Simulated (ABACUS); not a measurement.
## Na: equation of state with PBE

The system is Na.

```
Na
1.0
    -2.14100    2.14100    2.14100
     2.14100   -2.14100    2.14100
     2.14100    2.14100   -2.14100
Na
1
Direct
  0.00000 0.00000 0.00000
```

```json
{
  "Program": "ABACUS 3.10.1",
  "Task": "equation of state",
  "Functional": "PBE",
  "Potentials or basis": "SG15 ONCV 1.2 PBE",
  "Cutoff": "1211 eV",
  "Density cutoff": "4844 eV",
  "Basis": "plane waves",
  "k mesh": "6 × 6 × 6",
  "Occupations": "fermi-dirac, width 0.05 eV",
  "Spin": "no spin polarisation",
  "Radial cutoff of the potentials (pseudo_rcut)": "7 bohr",
  "SCF threshold on the density": "1e-08",
  "Max SCF steps": "100",
  "Eigensolver": "dav",
  "Mixing": "broyden",
  "Mixing share": "0.7",
  "Symmetry key": "1",
  "Bands": "9"
}
```

```yaml
Equilibrium_volume: 37.53 Å³/atom
Bulk_modulus: 7.6 GPa
Pressure_derivative_of_the_bulk_modulus: "3.7 (rough: it moves with the points fitted)"
```

Energy against volume, from the lowest point:
| volume (Å³/atom) | energy (meV/atom) |
| --- | --- |
| 36.901 | 0.00 |
| 38.471 | 0.28 |
| 40.041 | 3.32 |
| 41.612 | 8.65 |

All runs of the series together: 21 s on 4 threads of AMD EPYC 7R43 64-Core Processor (Zen 3), with other jobs on the host.
